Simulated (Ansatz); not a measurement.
## W2C: equation of state with PBEsol

Crystal: W2C.

```xyz
3
Lattice="3.0700 0.0000 0.0000 -1.5350 2.6587 0.0000 0.0000 0.0000 4.6784" Properties=species:S:1:pos:R:3 pbc="T T T"
W     1.5350    0.8862    1.1868
W     0.0000    1.7725    3.4917
C     0.0000    0.0000    0.0000
```

The cell comes from a database or a generator and needn't be the stable form of this composition.

```
Program             : Ansatz 0.2.0
Task                : equation of state
Functional          : PBEsol
Potentials or basis : all-electron LAPW, scalar-relativistic
Basis error allowed : 0.002 eV/atom
k mesh              : 10 × 10 × 6
Occupations         : fermi-dirac, width 0.05 eV
Spin                : no spin polarisation
```

| Property | Result |
| --- | --- |
| Equilibrium volume | 12.35 Å³/atom |
| Bulk modulus at fixed shape and positions | 357 GPa |
| Pressure derivative of the bulk modulus | 4.3 |

Energy against volume, from the lowest point:
| volume (Å³/atom) | energy (meV/atom) |
| --- | --- |
| 11.965 | 13.07 |
| 12.220 | 0.32 |
| 12.475 | 0.00 |
| 12.729 | 10.77 |
| 12.984 | 31.48 |
| 13.238 | 61.12 |
| 13.493 | 98.75 |

All runs of the series together: 2.7 min on 2 threads of AMD EPYC 7R13 Processor (Zen 3) (shared host).

Caveat: the cell was scaled at fixed shape and fractional positions, which overstates the stiffness of a crystal with free parameters, most of all of layers and chains. Spin-orbit coupling is left out, which matters for the levels of W.
